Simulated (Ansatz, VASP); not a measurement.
# One calculation of Al, two programs

```
Al
1.0
    -1.63795    1.63795    1.63795
     1.63795   -1.63795    1.63795
     1.63795    1.63795   -1.63795
Al
1
Direct
  0.00000 0.00000 0.00000
```

Alike in both runs: task single point; functional PBEsol; k mesh 18 × 18 × 18; occupations gaussian, width 0.1 eV; no spin polarisation.

```csv
,VASP,Ansatz
version,VASP 6.6.1,Ansatz 0.2.0
potentials or method,"VASP PAW PBE potentials, release 64 (Al)","scalar-relativistic, plane waves, PAW"
plane-wave cutoff (eV),520,420
valence electrons in the cell,3,3
```

```tsv
	VASP	Ansatz	Ansatz less VASP
gap on the k mesh at the Fermi level (eV)	none	none	-
pressure (GPa)	-3.7	-3.8	-0.05
```

A gap of «none» marks a metal or a gap that the smearing closes. The functional is the same, so the differences come from potentials, cutoffs and numerics.

Caveats: the PAW data sets were made with another functional, which shifts forces and pressure a little (VASP).
